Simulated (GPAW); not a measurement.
# Rh (Fm-3m) in GPAW: notebook

One crystal, Rh, is run at these levels: PBE+D4, r2SCAN; tasks: equation of state, elastic constants.

Everything below comes from runs of GPAW 26.7.0. Logs are shortened: lines on timing, memory, paths and dates and some standing lists are left out, and cuts for length are marked. The log counts tension as positive stress, the text compression.

**Measured values to compare with.**

From “Thermal equation of state of rhodium characterized by XRD in a resistively heated diamond anvil cell”, 2024, pmc:11535440, for a bulk crystal of Rh: bulk modulus 264 ± 1 GPa.

How close the calculation comes is told below.

### Step 1. The crystal as given

It takes space group Fm-3m (No. 225, cubic). Conventional cell: a = 3.796 Å, b = 3.796 Å, c = 3.796 Å, α = 90.00°, β = 90.00°, γ = 90.00°. Rh (site symmetry m-3m) has 12 Rh at 2.68 Å as nearest neighbours.

### Step 2. Equation of state, PBE+D4

run.py reads:

```python
from ase.calculators.mixing import SumCalculator
from ase.eos import EquationOfState
from ase.io import Trajectory, read
from ase.units import GPa
from dftd4.ase import DFTD4
from gpaw import GPAW, PW

atoms = read('Rh.cif')

traj = Trajectory('eos.traj', 'w')
volumes, energies = [], []
for x in [0.94, 0.96, 0.98, 1.0, 1.02, 1.04, 1.06]:
    a = atoms.copy()
    a.set_cell(atoms.cell * x**(1 / 3), scale_atoms=True)
    calc = GPAW(mode=PW(600),
                xc='PBE',
                kpts={'size': (12, 12, 12), 'gamma': True},
                occupations={'name': 'fermi-dirac', 'width': 0.05},
                nbands=16,
                convergence={'density': 1e-05, 'energy': 1e-05},
                maxiter=150,
                txt=f'eos-{x:.2f}.txt')
    a.calc = SumCalculator([calc, DFTD4(method='pbe')])
    energies.append(a.get_potential_energy())
    volumes.append(a.get_volume())
    p = -a.get_stress()[:3].mean() / GPa
    calc.write(f'eos-{x:.2f}.gpw')
    traj.write(a)
    print(f'{x:.2f} {volumes[-1]:10.4f} A^3 {energies[-1]:14.6f} eV {p:9.3f} GPa', flush=True)

v0, e0, B = EquationOfState(volumes, energies, eos='birchmurnaghan').fit()
print(f'V0 = {v0:.4f} A^3, E0 = {e0:.6f} eV, B0 = {B / GPa:.2f} GPa')
```

Rh.cif reads:

```cif
data_Rh
_cell_length_a 2.68396521
_cell_length_b 2.68396521
_cell_length_c 2.68396521
_cell_angle_alpha 60.00000000
_cell_angle_beta 60.00000000
_cell_angle_gamma 60.00000000
_space_group_name_H-M_alt 'P1'
_space_group_name_Hall 'P 1'
_space_group_IT_number 1
loop_
_space_group_symop_operation_xyz
'x,y,z'
loop_
_atom_site_label
_atom_site_type_symbol
_atom_site_symmetry_multiplicity
_atom_site_Wyckoff_symbol
_atom_site_fract_x
_atom_site_fract_y
_atom_site_fract_z
_atom_site_occupancy
Rh1 Rh 1 a 0.0000000000 0.0000000000 0.0000000000 1
```

Potentials or basis: GPAW PAW data sets (gpaw-data 1.2.1), pw.

Launch:

```
$ OMP_NUM_THREADS=1 python run.py
```

Log:

```text
__  _  _
 | _ |_)|_||  |
 |__||  | ||/\| - 26.7.0

Input parameters:
  mode=PW(ecut=600.0),
  convergence={'density': 1e-05, 'energy': 1e-05},
  kpts=MonkhorstPack(size=(12, 12, 12), gamma=True),
  maxiter=150,
  nbands=16,
  occupations=Occupations(name='fermi-dirac', width=0.05),
  xc=XC(name='PBE')

Diagonalizing LCAO Hamiltonian
Converting LCAO to pw mode

       Rh

Atoms  # Å, Bohr magnetons
|   | symbol |        x |        y |        z |    initial magnetic moments |
|---|--------|----------|----------|----------|-----------------------------|
| 0 |     Rh | 0.000000 | 0.000000 | 0.000000 | ( 0.0000,  0.0000,  0.0000) |

Unit cell  # Å
| periodic |        x |        y |        z |  lengths |    angles |
|----------|----------|----------|----------|----------|-----------|
|      yes | 2.629175 | 0.000000 | 0.000000 | 2.629175 | 60.000000 |
|      yes | 1.314588 | 2.276932 | 0.000000 | 2.629175 | 60.000000 |
|      yes | 1.314588 | 0.758977 | 2.146712 | 2.629175 | 60.000000 |

Number of symmetries: 48
Symmetry operations  # r_c * U_cc + t_c -> r_c
|    | kind |            matrix            |
|----|------|------------------------------|
|  0 |  σ   |  1, 0, 0,  1, 0,-1,  1,-1, 0 |
|  1 |  C2  |  1, 0, 0,  1,-1, 0,  1, 0,-1 |
|  2 |  E   |  1, 0, 0,  0, 1, 0,  0, 0, 1 |
|  3 |  σ   |  1, 0, 0,  0, 0, 1,  0, 1, 0 |
|  4 |  C4  |  1, 0,-1,  1, 0, 0,  1,-1, 0 |
|  5 |  S6  |  1, 0,-1,  1,-1, 0,  1, 0, 0 |
|  6 |  σ   |  1, 0,-1,  0, 1,-1,  0, 0,-1 |
|  7 |  C3  |  1, 0,-1,  0, 0,-1,  0, 1,-1 |
|  8 |  S6  |  1,-1, 0,  1, 0, 0,  1, 0,-1 |
|  9 |  C4  |  1,-1, 0,  1, 0,-1,  1, 0, 0 |
| 10 |  C3  |  1,-1, 0,  0,-1, 1,  0,-1, 0 |
| 11 |  σ   |  1,-1, 0,  0,-1, 0,  0,-1, 1 |
| 12 |  σ   |  0, 1, 0,  1, 0, 0,  0, 0, 1 |
| 13 |  C4  |  0, 1, 0,  0, 1,-1, -1, 1, 0 |
| 14 |  C3  |  0, 1, 0,  0, 0, 1,  1, 0, 0 |
| 15 |  S6  |  0, 1, 0, -1, 1, 0,  0, 1,-1 |
| 16 |  C2  |  0, 1,-1,  1, 0,-1,  0, 0,-1 |
| 17 |  σ   |  0, 1,-1,  0, 1, 0, -1, 1, 0 |
| 18 |  S4  |  0, 1,-1,  0, 0,-1,  1, 0,-1 |
| 19 |  C4  |  0, 1,-1, -1, 1, 0,  0, 1, 0 |
| 20 |  C3  |  0, 0, 1,  1, 0, 0,  0, 1, 0 |
| 21 |  σ   |  0, 0, 1,  0, 1, 0,  1, 0, 0 |
| 22 |  S6  |  0, 0, 1,  0,-1, 1, -1, 0, 1 |
| 23 |  C4  |  0, 0, 1, -1, 0, 1,  0,-1, 1 |
| 24 |  S4  |  0, 0,-1,  1, 0,-1,  0, 1,-1 |
| 25 |  C3  |  0, 0,-1,  0, 1,-1,  1, 0,-1 |
| 26 |  C2  |  0, 0,-1,  0,-1, 0, -1, 0, 0 |
| 27 |  S6  |  0, 0,-1, -1, 0, 0,  0,-1, 0 |
| 28 |  S4  |  0,-1, 1,  1,-1, 0,  0,-1, 0 |
| 29 |  C4  |  0,-1, 1,  0, 0, 1, -1, 0, 1 |
| 30 |  C2  |  0,-1, 1,  0,-1, 0,  1,-1, 0 |
| 31 |  σ   |  0,-1, 1, -1, 0, 1,  0, 0, 1 |
| 32 |  C3  |  0,-1, 0,  1,-1, 0,  0,-1, 1 |
| 33 |  S6  |  0,-1, 0,  0, 0,-1, -1, 0, 0 |
| 34 |  S4  |  0,-1, 0,  0,-1, 1,  1,-1, 0 |
| 35 |  C2  |  0,-1, 0, -1, 0, 0,  0, 0,-1 |
| 36 |  C2  | -1, 1, 0,  0, 1, 0,  0, 1,-1 |
| 37 |  S6  | -1, 1, 0,  0, 1,-1,  0, 1, 0 |
| 38 |  S4  | -1, 1, 0, -1, 0, 1, -1, 0, 0 |
| 39 |  C3  | -1, 1, 0, -1, 0, 0, -1, 0, 1 |
| 40 |  S6  | -1, 0, 1,  0, 0, 1,  0,-1, 1 |
| 41 |  C2  | -1, 0, 1,  0,-1, 1,  0, 0, 1 |
| 42 |  C3  | -1, 0, 1, -1, 1, 0, -1, 0, 0 |
| 43 |  S4  | -1, 0, 1, -1, 0, 0, -1, 1, 0 |
| 44 |  C2  | -1, 0, 0,  0, 0,-1,  0,-1, 0 |
| 45 |  i   | -1, 0, 0,  0,-1, 0,  0, 0,-1 |
| 46 |  σ   | -1, 0, 0, -1, 1, 0, -1, 0, 1 |
| 47 |  C2  | -1, 0, 0, -1, 0, 1, -1, 1, 0 |

BZ-sampling:
  Number of BZ points: 1728
  Number of IBZ points: 72

  Monkhorst-Pack size: [12, 12, 12]
  Monkhorst-Pack shift: [0.041666666666666664, 0.041666666666666664, 0.041666666666666664]

K-points  # in reciprocal-cell coordinates
|     |                                coordinates |     weight |
|-----|--------------------------------------------|------------|
|   0 | ( -0.00000000,  -0.00000000,  -0.00000000) | 0.00057870 |
|   1 | (  0.08333333,   0.08333333,  -0.00000000) | 0.00347222 |
|   2 | (  0.08333333,   0.08333333,   0.08333333) | 0.00462963 |
|   3 | (  0.16666667,   0.08333333,   0.08333333) | 0.00694444 |
|   4 | (  0.16666667,   0.16666667,  -0.00000000) | 0.00347222 |
|   5 | (  0.16666667,   0.16666667,   0.08333333) | 0.01388889 |
|   6 | (  0.16666667,   0.16666667,   0.16666667) | 0.00462963 |
|   7 | (  0.25000000,   0.16666667,   0.08333333) | 0.01388889 |
|   8 | (  0.25000000,   0.16666667,   0.16666667) | 0.01388889 |
|   9 | (  0.25000000,   0.25000000,  -0.00000000) | 0.00347222 |
| ... |                                            |            |
|  71 | (  0.50000000,   0.50000000,   0.50000000) | 0.00231481 |

Plane wave coefficients: 444
Cutoff: 600.0 eV

Spin-components: 1 (collinear spins)
Bands:           16
Projectors:      6
Spin-degeneracy: 2
Datatype:        complex128

Parallelization:
  kpt:    1
  domain: 1
  band:   1

Density:
  Valence electrons: 15.0
  Components: 1
  Grid points: [15 15 15]
  Charge: 0.0  # |e|

Potential:
  Grid points: [15 15 15]

species:
  Rh:
    name:    Rhodium
    Z:       45.0
    valence: 15
    core:    30
    charge:  0.0  # [|e|]
    compensation charges:
      type: gauss
      rc: 0.38  # [Å]
      lmax: 2
    cutoffs:
      filter: 2.48  # [Å]
      core: 2.35  # [Å]
    projectors
    | kind |    occ | energy [eV] | rcut [Å] |
    |------|--------|-------------|----------|
    |   5s |  1.000 |      -4.297 |    1.270 |
    |   4p |  6.000 |     -50.429 |    1.381 |
    |   5p |  0.000 |      -0.852 |    1.381 |
    |   4d |  8.000 |      -5.942 |    1.244 |
    |    s |        |      22.915 |    1.270 |
    |    d |        |      21.270 |    1.244 |

    Using partial waves for Rh as LCAO basis

Reference energy: -130134.647000  # eV

eigensolver:
  PPCG
  Converge bands: occupied
  niter=2

density mixing:
  MSR1-Mixer
  Pratt-step length: 0.05
  Maximum mixing coefficient: 0.75
  Old densities: 10
  SVD Regularization: 0.005
  Good broyden scale: 1.0
  Trust region scale: 1.0
  Backstep threshold: 4.0
  History deletion threshold: 6.0
  Fourier metric: weight=20.0, sigma=0.015

occupation numbers:
  Fermi-Dirac:
    width: 0.0500  # eV

poisson solver:
  ecut: 4800.0  # eV

xc functional:
  name: PBE with 2 nearest neighbor stencil

convergence criteria:
[... 6 lines left out ...]
|iter     | |      energy | eigst |  dens |
|---------|-|-------------|-------|-------|
|iter:   1| |   -7.816498 | +0.03 |       |
|iter:   2| |   -7.688558 | -2.79 | -1.11 |
|iter:   3| |   -7.213970 | -2.10 | -1.16 |
|iter:   4| |   -7.209039 | -3.61 | -2.29 |
|iter:   5| |   -7.207407 | -3.60 | -2.51 |
|iter:   6| |   -7.207382 | -6.23 | -3.53 |
|iter:   7| |   -7.207380c| -6.38 | -3.74 |
|iter:   8| |   -7.207380c| -7.80c| -5.30c|

Converged in 8 steps
Energy contributions relative to reference atoms: (reference = -130134.647000)

Energy contributions:
  Kinetic:           4.219807
  Coulomb:          -5.428839
  Zero:             -0.069195
  External:          0.000000
  Xc:               -5.925444
  Entropy:          -0.007417
  Spinorbit:         0.000000
  ----------------------------
  Free energy:      -7.211088
  Extrapolated:     -7.207380

dipole moment: (-15.922884, -9.193082, -6.500490)  # |e|*Ang

Fermi level: 13.136
Eigenvalues  # (at kpt = [-0.000, -0.000, -0.000])
| band index |      eig [eV] | occ [0-2] |
|------------|---------------|-----------|
|          0 |       -33.392 |     2.000 |
|          1 |       -33.392 |     2.000 |
|          2 |       -33.392 |     2.000 |
|          3 |         4.675 |     2.000 |
|          4 |         9.699 |     2.000 |
|          5 |         9.699 |     2.000 |
[... 8 lines left out ...]
|         14 |        45.610 |     0.000 |
|         15 |        46.687 |     0.000 |

No gap
No difference between direct/indirect transitions

Stress tensor  # eV/Ang^3
|         x |         y |         z |
|-----------|-----------|-----------|
| -0.193550 |  0.000000 |  0.000000 |
| -0.000000 | -0.193550 |  0.000000 |
|  0.000000 |  0.000000 | -0.193550 |

# Writing to eos-0.94.gpw (mode='')
```

Run time: 59 s. Hardware: 1 thread of Intel Xeon Platinum 8375C at 2.90GHz (Ice Lake), shared host; peak memory 0.19 GiB.

What came out:

```yaml
Equilibrium_volume: 13.68 Å³/atom
Bulk_modulus: 284 GPa
Pressure_derivative_of_the_bulk_modulus: 5.2
```

Energy against volume, from the lowest point:
```
volume (Å³/atom)  energy (meV/atom)
          12.851              51.15
          13.125              22.14
          13.398               5.58
          13.671               0.00
          13.945               4.24
          14.218              17.04
          14.492              37.43
```

### Step 3. Elastic constants, r2SCAN, 13.67 Å³/atom

run.py reads:

```python
import json
import numpy as np
import spglib
from ase.constraints import FixSymmetry
from ase.filters import FrechetCellFilter
from ase.io import read, write
from ase.optimize import BFGS
from ase.stress import full_3x3_to_voigt_6_stress, voigt_6_to_full_3x3_strain, voigt_6_to_full_3x3_stress
from ase.units import GPa
from gpaw import GPAW, PW

atoms = read('Rh.xyz')

calc = GPAW(mode=PW(600),
            xc='MGGA_X_R2SCAN+MGGA_C_R2SCAN',
            kpts={'size': (12, 12, 12), 'gamma': True},
            occupations={'name': 'fermi-dirac', 'width': 0.05},
            nbands=16,
            convergence={'density': 1e-06, 'eigenstates': 1e-09},
            maxiter=150,
            txt='gpaw.txt')
atoms.calc = calc
atoms.set_constraint(FixSymmetry(atoms))
BFGS(FrechetCellFilter(atoms), trajectory='relax.traj', logfile='-').run(fmax=0.005, steps=40)
atoms.set_constraint()
energy = atoms.get_potential_energy()
forces = atoms.get_forces()
stress = atoms.get_stress()
calc.write('gs.gpw')
write('result.traj', atoms)
print('Cell:', atoms.cell.cellpar().round(4))
print(atoms.get_scaled_positions().round(5))

gpts = tuple(int(n) for n in calc.get_number_of_grid_points())
cell = atoms.cell[:].T
dataset = spglib.get_symmetry((atoms.cell[:], atoms.get_scaled_positions(), atoms.numbers), symprec=1e-4)
rotations = [cell @ w @ np.linalg.inv(cell) for w in dataset['rotations']]
strains, clamped, relaxed = [], [], []
for v in [0, 3]:
    for e in (-0.005, 0.005):
        voigt = np.zeros(6)
        voigt[v] = e
        F = voigt_6_to_full_3x3_strain(voigt)
        a = atoms.copy()
        a.set_cell(atoms.cell[:] @ F, scale_atoms=True)
        c = GPAW(mode=PW(600),
                 xc='MGGA_X_R2SCAN+MGGA_C_R2SCAN',
                 kpts={'size': (12, 12, 12), 'gamma': True},
                 occupations={'name': 'fermi-dirac', 'width': 0.05},
                 nbands=16,
                 convergence={'density': 1e-06, 'eigenstates': 1e-09},
                 maxiter=150,
                 gpts=gpts,
                 txt=f'strain-{v}{e:+.3f}.txt')
        a.calc = c
        s0 = s1 = a.get_stress() - stress
        print(v, e, 'clamped', (s0 / GPa).round(3), 'relaxed', (s1 / GPa).round(3), flush=True)
        for R in rotations:  # images under the point group
            eps = R @ (F - np.eye(3)) @ R.T
            strains.append(full_3x3_to_voigt_6_stress(eps) * [1, 1, 1, 2, 2, 2])
            for s, rows in ((s0, clamped), (s1, relaxed)):
                rows.append(full_3x3_to_voigt_6_stress(R @ voigt_6_to_full_3x3_stress(s) @ R.T))

C0, C = (np.linalg.lstsq(np.array(strains), np.array(s), rcond=None)[0].T / GPa for s in (clamped, relaxed))
print('Clamped-ion Cij (GPa):')
print(C0.round(1))
print('Relaxed-ion Cij (GPa):')
print(C.round(1))
json.dump({'clamped': C0.tolist(), 'relaxed': C.tolist()}, open('elastic.json', 'w'))
```

Rh.xyz reads:

```xyz
1
Lattice="0.0000000000 1.8978500000 1.8978500000 1.8978500000 0.0000000000 1.8978500000 1.8978500000 1.8978500000 0.0000000000" Properties=species:S:1:pos:R:3 pbc="T T T"
Rh     0.0000000000      0.0000000000      0.0000000000
```

Potentials or basis: GPAW PAW data sets (gpaw-data 1.2.1), pw.

Launch:

```
$ OMP_NUM_THREADS=1 python run.py
```

gpaw.txt:

```text
__  _  _
 | _ |_)|_||  |
 |__||  | ||/\| - 26.7.0

Input parameters:
  mode=PW(ecut=600.0),
  convergence={'density': 1e-06, 'eigenstates': 1e-09},
  kpts=MonkhorstPack(size=(12, 12, 12), gamma=True),
  maxiter=150,
  nbands=16,
  occupations=Occupations(name='fermi-dirac', width=0.05),
  xc=XC(name='MGGA_X_R2SCAN+MGGA_C_R2SCAN')

Diagonalizing LCAO Hamiltonian
Converting LCAO to pw mode

       Rh

Atoms  # Å, Bohr magnetons
|   | symbol |        x |        y |        z |    initial magnetic moments |
|---|--------|----------|----------|----------|-----------------------------|
| 0 |     Rh | 0.000000 | 0.000000 | 0.000000 | ( 0.0000,  0.0000,  0.0000) |

Unit cell  # Å
| periodic |        x |        y |        z |  lengths |    angles |
|----------|----------|----------|----------|----------|-----------|
|      yes | 0.000000 | 1.897850 | 1.897850 | 2.683965 | 60.000000 |
|      yes | 1.897850 | 0.000000 | 1.897850 | 2.683965 | 60.000000 |
|      yes | 1.897850 | 1.897850 | 0.000000 | 2.683965 | 60.000000 |
[... 661 lines left out ...]
|iter:   1| |  -23.320747 | -0.42 |       |
|iter:   2| |  -19.800009 | -2.32 | -2.14 |
|iter:   3| |  -19.800551 | -4.80 | -3.16 |
|iter:   4| |  -19.800551c| -7.55 | -3.52 |
|iter:   5| |  -19.800557c| -7.84 | -3.54 |
|iter:   6| |  -19.800566c| -7.60 | -3.65 |
|iter:   7| |  -19.800573c| -7.62 | -3.88 |
|iter:   8| |  -19.800578c| -7.70 | -4.22 |
|iter:   9| |  -19.800577c| -8.71 | -4.13 |
|iter:  10| |  -19.800574c| -7.72 | -4.09 |
|iter:  11| |  -19.800574c| -8.25 | -4.63 |
|iter:  12| |  -19.800574c| -9.86c| -4.80 |
|iter:  13| |  -19.800573c| -8.54 | -4.85 |
|iter:  14| |  -19.800573c| -9.83c| -5.44 |
|iter:  15| |  -19.800573c| -9.65c| -6.04c|

Converged in 15 steps
Energy contributions relative to reference atoms: (reference = -130134.647000)

Energy contributions:
  Kinetic:          -3.367423
  Coulomb:           1.101697
  Zero:             -0.130039
  External:          0.000000
  Xc:              -17.400339
  Entropy:          -0.008940
  Spinorbit:         0.000000
  ----------------------------
  Free energy:     -19.805043
  Extrapolated:    -19.800573
[... 24 lines left out ...]
No gap
No difference between direct/indirect transitions

Stress tensor  # eV/Ang^3
|         x |         y |        z |
|-----------|-----------|----------|
|  0.000055 | -0.000000 | 0.000000 |
| -0.000000 |  0.000055 | 0.000000 |
|  0.000000 |  0.000000 | 0.000055 |

Forces  # eV/Ang
|        x |        y |       z |
|----------|----------|---------|
| -0.00000 | -0.00000 | 0.00000 |  # Rh   0

# Writing to gs.gpw (mode='')
```

strain-0+0.005.txt:

```text
__  _  _
 | _ |_)|_||  |
 |__||  | ||/\| - 26.7.0

Input parameters:
  mode=PW(ecut=600.0),
  convergence={'density': 1e-06, 'eigenstates': 1e-09},
  gpts=array([16, 16, 16]),
  kpts=MonkhorstPack(size=(12, 12, 12), gamma=True),
  maxiter=150,
[... 186 lines left out ...]
|          0 |       -36.444 |     2.000 |
|          1 |       -36.441 |     2.000 |
|          2 |       -36.440 |     2.000 |
|          3 |         3.319 |     2.000 |
|          4 |         8.194 |     2.000 |
|          5 |         8.248 |     2.000 |
[... 8 lines left out ...]
|         14 |        39.560 |     0.000 |
|         15 |        44.297 |     0.000 |

No gap
No difference between direct/indirect transitions

Stress tensor  # eV/Ang^3
|         x |         y |        z |
|-----------|-----------|----------|
|  0.013728 | -0.000000 | 0.000000 |
| -0.000000 |  0.005801 | 0.000000 |
|  0.000000 |  0.000000 | 0.005801 |
```

Wall time 3.7 min (1 thread of AMD EPYC 9B45 (Zen 5), shared host); peak memory 0.72 GiB.

What came out:

| Quantity | Value |
| --- | --- |
| Free energy | -19.8050 eV |
| Relaxed volume | 13.94 Å³/atom |
| Relaxed cell | a = 2.701 Å, b = 2.701 Å, c = 2.701 Å, α = 60.00°, β = 60.00°, γ = 60.00° |
| Space group after relaxing (to 0.05 Å) | Fm-3m (No. 225) |
| Pressure after relaxing | 0.0 GPa |
| Band gap on the k mesh | none (metal or under the smearing width) |
| Elastic constants C11, C12, C44 | 445, 188, 195 GPa |
| Voigt bulk modulus | 274 GPa |
| Bulk modulus (Hill) | 274 GPa |
| Shear modulus (Hill) | 165 GPa |
| Young's modulus | 412 GPa |
| Poisson's ratio (from the elastic constants) | 0.25 |

Caveat: the density grid can change from cell to cell, which puts small steps into energies and stress; elastic constants of metals need much finer meshes, so these are rough; the PAW data sets were made with another functional, which shifts forces and pressure a little.

### Step 4. Against experiment

Step 2. Measured bulk modulus of Rh: 264 GPa (quoted in “Thermal equation of state of rhodium characterized by XRD in a resistively heated diamond anvil cell”, 2024, pmc:11535440). This calculation gives 284 GPa (+7.4 %). The fit is for a static lattice scaled at fixed shape and fixed fractional positions.
